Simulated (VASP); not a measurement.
Set up this calculation in VASP 6.6.1, as the native input.

```yaml
Task: single point
Functional: PBEsol
Potentials_or_basis: VASP PAW PBE potentials, release 64 (Bi_d)
Cutoff: 520 eV
k_mesh: 16 × 16 × 16
Occupations: gaussian, width 0.1 eV
Spin: no spin polarisation
Dipole_correction: no
Further_INCAR_settings: ALGO = Normal; EDIFF = 1e-06; NBANDS = 14
```

The structure of Bi lies in POSCAR:

```
Bi
1.0
   -1.8772154759      1.8772154759      1.8772154759
    1.8772154759     -1.8772154759      1.8772154759
    1.8772154759      1.8772154759     -1.8772154759
Bi
1
Direct
    0.0000000000      0.0000000000      0.0000000000
```

This isn't the form of Bi at room conditions, which is rhombohedral.

The input as run:

INCAR

```
SYSTEM = Bi
ALGO     = Normal         ! electronic algorithm
EDIFF    = 1E-6           ! SCF threshold, eV
ENCUT    = 520            ! plane-wave cutoff, eV
GGA      = PS             ! functional
ISIF     = 2              ! what is computed and relaxed
ISMEAR   = 0              ! smearing method
LASPH    = .TRUE.         ! aspherical terms in the spheres
LCHARG   = .TRUE.         ! write CHGCAR
LELF     = .TRUE.         ! ELF
LREAL    = .FALSE.        ! projectors in reciprocal space
LVHAR    = .TRUE.       
LWAVE    = .FALSE.        ! write WAVECAR
NBANDS   = 14             ! bands
NELM     = 100            ! most SCF steps
PREC     = Accurate       ! precision mode
SIGMA    = 0.1            ! smearing width, eV
```

KPOINTS

```
k-points
0
G
  16 16 16
  0 0 0
```

Potentials or basis: VASP PAW PBE potentials, release 64 (Bi_d).

Run with:

```sh
$ cat potpaw_PBE.64/Bi_d/POTCAR > POTCAR
$ mpirun -np 1 vasp_std > vasp.out
```

Results of the run:

```
Pressure               : 10.0 GPa
Band gap on the k mesh : none (metal or under the smearing width)
```

Caveat: the PAW data sets were made with another functional, which shifts forces and pressure a little; spin-orbit coupling is left out, which moves the levels of the heavy elements.

Wall time 28 s on 1 thread of Intel(R) Xeon(R) Platinum 8488C (Sapphire Rapids), on a shared host, peak memory 0.17 GiB.
